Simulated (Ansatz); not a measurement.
# armchair SiC nanoribbon (N = 7, H edges): bands under strain, part 3 of 3

Wanted: the relaxed geometry and the bands of the armchair SiC nanoribbon (N = 7, H edges).

Ansatz 0.2.0; DFT PBE, plane waves, PAW; relaxation of a wire's period (the session's first sound run).

So far, band gap (eV): step 3 (bands of the perfect wire) 2.36; step 4 (relaxing the atoms, period over the relaxed period 0.96, k-mesh …) 2.46; step 5 (relaxing the atoms, period over the relaxed period 0.98, k-mesh …) 2.45; step 6 (relaxing the atoms, period over the relaxed period 1.02, k-mesh …) 2.27.

## 7. At a strained period, period over the relaxed period 1.04, k-mesh 1×1×11

Level of this step: DFT PBE, plane waves, PAW; relaxation at a fixed period (Ansatz).

The period is set to 1.04 times the relaxed one and the atoms relax within it: strain changes bond lengths and angles, which shifts the bands against each other. Against the first PBE run of this kind, the mesh along the wire has 11 points against 15.

The cell differs from the one that the last finished run ended in (c 5.497 → 5.604 Å).

The input, input.yaml:

```yaml
crystal:
  lattice:
    - [18.761, 0.0, 0.0]
    - [0.0, 7.0, 0.0]
    - [0.0, 0.0, 5.6043206576]
  atoms:
    - { symbol: Si, position: [0.255350662, 0.5, 0.007575879] }
    - { symbol: Si, position: [0.417888369, 0.5, 0.000383054] }
    - { symbol: Si, position: [0.582111631, 0.5, 0.000383054] }
    - { symbol: Si, position: [0.744649338, 0.5, 0.007575879] }
    - { symbol: C, position: [0.253404242, 0.5, 0.331223232] }
    - { symbol: C, position: [0.417398024, 0.5, 0.332804563] }
    - { symbol: C, position: [0.582601976, 0.5, 0.332804563] }
    - { symbol: C, position: [0.746595758, 0.5, 0.331223232] }
    - { symbol: H, position: [0.202192831, 0.5, 0.426946358] }
    - { symbol: H, position: [0.797807169, 0.5, 0.426946358] }
    - { symbol: Si, position: [0.334693136, 0.5, 0.499818616] }
    - { symbol: Si, position: [0.5, 0.5, 0.4997255] }
    - { symbol: Si, position: [0.665306864, 0.5, 0.499818616] }
    - { symbol: C, position: [0.335529558, 0.5, 0.832510189] }
    - { symbol: C, position: [0.5, 0.5, 0.832169979] }
    - { symbol: C, position: [0.664470442, 0.5, 0.832510189] }
    - { symbol: H, position: [0.186211173, 0.5, 0.870201914] }
    - { symbol: H, position: [0.813788827, 0.5, 0.870201914] }
kpoints:
  mp_grid: { grid: [1, 1, 11] }
  band_path: { path: ["Γ", Z], npoints: 90 }
scf:
  occupations: { method: fermi_dirac, width: 0.05 }
hamiltonian:
  xc: pbe
relax:
  max_steps: 40
  f_tol: 0.02
output:
  stress: true
```

Started as:

```
$ ansatz run input.yaml --threads 4 --pin off --max-ram 16384MiB --backend cpu --events-out ev --progress --plain --runs-dir out
```

Numbers of over 12 decimals in the logs are rounded to 6 here.

Log:

```text
[...]
Crystal: 18 atoms, lattice volume = 735.999 Å³
Basis set: ecut = 420 eV, 14387 PW (Γ), exchange–correlation on 256×96×80 points (8 copies of the dense FFT grid, shifted against one another)
Bands: 48, of which v1, the nominal top of the filled ones, is band 30 counted from 1 (29 counted from 0)
Symmetry: 4 space group operations
[...]
- { symbol: Si, position: [0.336485, 0.500000, 0.502080] }
    - { symbol: Si, position: [0.5, 0.500000, 0.501026] }
    - { symbol: Si, position: [0.663515, 0.500000, 0.502080] }
    - { symbol: C, position: [0.337137, 0.500000, 0.829571] }
    - { symbol: C, position: [0.5, 0.500000, 0.829569] }
    - { symbol: C, position: [0.662863, 0.500000, 0.829571] }
    - { symbol: H, position: [0.188459, 0.500000, 0.889351] }
    - { symbol: H, position: [0.811541, 0.500000, 0.889351] }
[key lines of the parts left out:]
SCF converged after 5 iterations
Free energy (F): -6265.101284 eV
Fermi energy:    -0.806655 eV
P = ⅓ Tr σ = -1.3038 GPa (-13.038 kbar)
```

It took 86 s on 4 threads of Arm Neoverse V1, shared host; peak memory 2.2 GiB.

The steps of the relaxation:

```tsv
step	energy less that of the first step (eV)	largest force component (eV/Å)
1	0.0000	0.9347
2	-0.1238	0.4830
3	-0.1564	0.0753
4	-0.1569	0.0223
5	-0.1570	0.0079
```

The run keeps the 4 symmetry operations that it works with, so distortions that break them were not tested.

The atoms that moved most (Å):

```tsv
atom	dx	dy	dz	length
H18	-0.042	0.000	0.107	0.115
H17	0.042	0.000	0.107	0.115
H9	0.043	0.000	-0.097	0.106
H10	-0.043	0.000	-0.097	0.106
C8	-0.072	0.000	-0.025	0.076
C5	0.072	0.000	-0.025	0.076
Si1	0.069	0.000	0.028	0.074
Si4	-0.069	0.000	0.028	0.074
```

Final coordinates:

```cif
data_structure
_symmetry_space_group_name_H-M 'P 1'
_symmetry_Int_Tables_number 1
_cell_length_a 18.7610
_cell_length_b 7.0000
_cell_length_c 5.6043
_cell_angle_alpha 90.000
_cell_angle_beta 90.000
_cell_angle_gamma 90.000
_cell_volume 736.00
loop_
_atom_site_label
_atom_site_type_symbol
_atom_site_fract_x
_atom_site_fract_y
_atom_site_fract_z
_atom_site_occupancy
Si1 Si 0.25904 0.50000 0.01250 1
Si2 Si 0.41876 0.50000 0.00201 1
Si3 Si 0.58124 0.50000 0.00201 1
Si4 Si 0.74096 0.50000 0.01250 1
C5 C 0.25722 0.50000 0.32679 1
C6 C 0.41828 0.50000 0.33023 1
C7 C 0.58172 0.50000 0.33023 1
C8 C 0.74278 0.50000 0.32679 1
H9 H 0.20447 0.50000 0.40959 1
H10 H 0.79553 0.50000 0.40959 1
Si11 Si 0.33648 0.50000 0.50208 1
Si12 Si 0.50000 0.50000 0.50103 1
Si13 Si 0.66352 0.50000 0.50208 1
C14 C 0.33714 0.50000 0.82957 1
C15 C 0.50000 0.50000 0.82957 1
C16 C 0.66286 0.50000 0.82957 1
H17 H 0.18846 0.50000 0.88935 1
H18 H 0.81154 0.50000 0.88935 1
```

The gap is 2.17 eV, against 2.36 eV under PBE at the relaxed period.

## 8. Strain along the wire, period over the relaxed period 1.06, k-mesh 1×1×11

The period is set to 1.06 times the relaxed one and the atoms relax within it: strain changes bond lengths and angles, which shifts the bands against each other. Against the first PBE run of this kind, the mesh along the wire has 11 points against 15.

The cell differs from the one that the last finished run ended in (c 5.604 → 5.712 Å).

input.yaml, as its differences from that of step 7:

```diff
@@ -4,3 +4,3 @@
     - [0.0, 7.0, 0.0]
-    - [0.0, 0.0, 5.6043206576]
+    - [0.0, 0.0, 5.7120960548]
   atoms:
```

Log:

```text
[...]
Crystal: 18 atoms, lattice volume = 750.152 Å³
Basis set: ecut = 420 eV, 14679 PW (Γ), exchange–correlation on 256×96×80 points (8 copies of the dense FFT grid, shifted against one another)
Bands: 48, of which v1, the nominal top of the filled ones, is band 30 counted from 1 (29 counted from 0)
Symmetry: 4 space group operations
[...]
- { symbol: Si, position: [0.337172, 0.500000, 0.502787] }
    - { symbol: Si, position: [0.5, 0.500000, 0.501168] }
    - { symbol: Si, position: [0.662828, 0.500000, 0.502787] }
    - { symbol: C, position: [0.337676, 0.500000, 0.828416] }
    - { symbol: C, position: [0.5, 0.500000, 0.828696] }
    - { symbol: C, position: [0.662324, 0.500000, 0.828416] }
    - { symbol: H, position: [0.189209, 0.500000, 0.898708] }
    - { symbol: H, position: [0.810791, 0.500000, 0.898708] }
[key lines of the parts left out:]
SCF converged after 5 iterations
Free energy (F): -6264.643050 eV
Fermi energy:    -0.894565 eV
P = ⅓ Tr σ = -1.9439 GPa (-19.439 kbar)
```

Elapsed: 86 s, on 4 threads; peak memory 2.2 GiB; 5.3 min of CPU time.

The electronic bands at the labelled points (eV, zero at the Fermi level):

```tsv
point	band 27	band 28	band 29	band 30	band 31	band 32	band 33	band 34
Γ	-1.84	-1.76	-1.35	-1.03	1.03	1.10	1.18	1.68
halfway	-2.54	-2.05	-1.67	-1.43	1.43	1.70	1.98	2.06
Z	-2.90	-2.28	-2.05	-1.61	1.46	1.96	2.20	2.22
```

The gap is 2.07 eV, against 2.36 eV under PBE at the relaxed period.

## 9. The series together

Times are for 4 threads of Arm Neoverse V1, shared host. The series side by side:

```tsv
no.	period over the relaxed period	k-mesh	pressure (GPa)	band gap (eV)	time	memory (GiB)
1	0.96	1×1×12	1.645	2.457	82 s	2.0
2	0.98	1×1×12	0.8607	2.448	78 s	2.1
3	1.02	1×1×11	-0.6215	2.270	80 s	2.1
4	1.04	1×1×11	-1.304	2.171	86 s	2.2
5	1.06	1×1×11	-1.944	2.066	86 s	2.2
```

## 10. Outcome

```
cell length, PBE           : 5.389 Å
gap, PBE                   : 2.36 eV
gap, period scaled by 0.96 : 2.46 eV
gap, period scaled by 0.98 : 2.45 eV
gap, period scaled by 1.02 : 2.27 eV
gap, period scaled by 1.04 : 2.17 eV
gap, period scaled by 1.06 : 2.07 eV
```

**Reading.** Under PBE the cell's length is 5.39 Å, and a gap of 2.36 eV makes it a semiconductor. Strain matters: under PBE the gap goes from 2.36 eV to 2.46 eV at 0.96 times the period, 2.45 eV at 0.98 times the period, 2.27 eV at 1.02 times the period, 2.17 eV at 1.04 times the period and 2.07 eV at 1.06 times the period.

[Logs are printed without paths, hosts, clocks, repeated set-up lines and the standing remarks that a program may print on its own settings, such as how far it seeks lower states.]

[Hosts, paths, dates, database ids (printed as entryN), source tags and the programs' standing remarks are cut or masked in the printed files.]
